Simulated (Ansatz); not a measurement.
Pt:

```
Pt
1.0
    -1.58422    1.58422    1.58422
     1.58422   -1.58422    1.58422
     1.58422    1.58422   -1.58422
Pt
1
Direct
  0.00000 0.00000 0.00000
```

This isn't the form of Pt at room conditions, which is fcc.

* Program: Ansatz 0.2.0
* Task: relaxation of cell and atoms
* Functional: PBEsol
* Dispersion: D3(BJ)-ATM
* Potentials or basis: Ansatz PAW
* Cutoff: 420 eV (not typed: the program's choice for these potentials)
* k mesh: 12 × 12 × 12
* Occupations: fermi-dirac, width 0.05 eV
* Spin: no spin polarisation

At the start: volume 15.90 Å³/atom.

Question: Where does the relaxation end?

Answer: It ends after 6 steps and the volume is 14.90 Å³/atom (-6.3 %); space group Im-3m (No. 229, to 0.05 Å).

The path:
```csv
step,energy change (eV),largest force (eV/Å),volume (Å³)
1,0.0000,0.0000,15.90
2,-0.0536,0.0000,15.07
3,-0.0554,0.0000,14.90
4,-0.0550,0.0000,14.90
5,-0.0550,0.0000,14.90
6,-0.0550,0.0000,14.90
```

Final structure:
```xyz
1
Lattice="-1.5502 1.5502 1.5502 1.5502 -1.5502 1.5502 1.5502 1.5502 -1.5502" Properties=species:S:1:pos:R:3 pbc="T T T"
Pt    0.0000    0.0000    0.0000
```

Caveat: the plane-wave basis is chosen anew once the cell has moved, so the energies of steps on either side of that aren't comparable; pairwise dispersion overbinds metals, which lowers pressure and volume; the PAW data sets come from PBE, with cores solved anew for the run's functional, which leaves a small shift of forces and pressure.
